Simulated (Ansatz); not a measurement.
Wires are cut from relaxed bulk MgO (P6_3mc, not its usual structure, 11.86 Å³/atom, gap on the mesh 3.36 eV); atoms and period are relaxed, and energies count from that bulk.

These are results of DFT PBEsol, scalar-relativistic, plane waves, PAW in Ansatz, not measurements.

Cutoff 420 eV, Gaussian smearing of 0.05 eV, energies at zero smearing, symmetry of each start kept, collinear spin where a moment is listed.

```csv
start,atoms,k mesh,excess energy (eV per host atom),line energy (eV/Å),period (Å),gap on the mesh (eV),highest filled level or Fermi level under vacuum (eV),size of the moment (μB per cell)
"[001] wire, 14 host atoms a period*",14,1×1×7,0.414,1.485,3.907,3.20,5.36,0.00
"[001] wire, 20 host atoms a period*",20,1×1×7,0.562,2.936,3.829,2.45,5.20,0.00
```

* ends far from its start.

An odd mesh misses points on the zone edge, so a gap read on it can be too wide.

Each run keeps its start's symmetry and one magnetic start, so lower states can exist.

Cost: 2 runs of about 59 core-minutes in all, on AMD EPYC 7R43 (Zen 3) (shared hosts).